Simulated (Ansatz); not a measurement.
BaTiO3:

```
CELL_PARAMETERS angstrom
2.82737 1.63238 2.31839
-2.82737 1.63238 2.31839
0.00000 -3.26476 2.31839
ATOMIC_POSITIONS crystal
Ba 0.00000 0.00000 0.00000
Ti 0.48450 0.48450 0.48450
O 0.50860 0.01750 0.50860
O 0.01750 0.50860 0.50860
O 0.50860 0.50860 0.01750
```

| Item | Value |
| --- | --- |
| Program | Ansatz 0.2.0 |
| Task | relaxation of cell and atoms |
| Functional | PBE |
| Potentials or basis | Ansatz PAW |
| Cutoff | 420 eV (not typed: the program's choice for these potentials) |
| k mesh | 7 × 7 × 7 |
| Occupations | fermi-dirac, width 0.05 eV |
| Spin | no spin polarisation |
| Hubbard terms | Ti d U = 4 eV |

At the start: volume 12.84 Å³/atom.

Question: How do energy, volume and symmetry change on relaxing?

Answer: It ends after 9 steps and the volume is 13.30 Å³/atom (+3.6 %); space group R3m (No. 160, to 0.05 Å).

Step by step:
| step | energy change (eV) | largest force (eV/Å) | volume (Å³) |
| --- | --- | --- | --- |
| 1 | 0.0000 | 0.5785 | 64.20 |
| 2 | -0.0185 | 0.4063 | 66.98 |
| 3 | -0.0408 | 0.0745 | 66.62 |
| 4 | -0.0411 | 0.0901 | 66.59 |
| 5 | -0.0415 | 0.0871 | 66.55 |
| 6 | -0.0431 | 0.0034 | 66.32 |
| 7 | -0.0516 | 0.0035 | 66.32 |
| 8 | -0.0511 | 0.0049 | 66.49 |
| 9 | -0.0516 | 0.0049 | 66.49 |

Final structure:
```
Ba Ti O
1.0
     2.86064    1.65159    2.34555
    -2.86064    1.65159    2.34555
     0.00000   -3.30318    2.34555
Ba Ti O
1 1 3
Direct
  0.99705 0.99705 0.99705
  0.48686 0.48686 0.48686
  0.50914 0.01700 0.50914
  0.01700 0.50914 0.50914
  0.50914 0.50914 0.01700
```

Caveat: the plane-wave basis is chosen anew once the cell has moved, so the energies of steps on either side of that aren't comparable; the pressure holds a Pulay correction of +0.5 GPa for the finite cutoff.
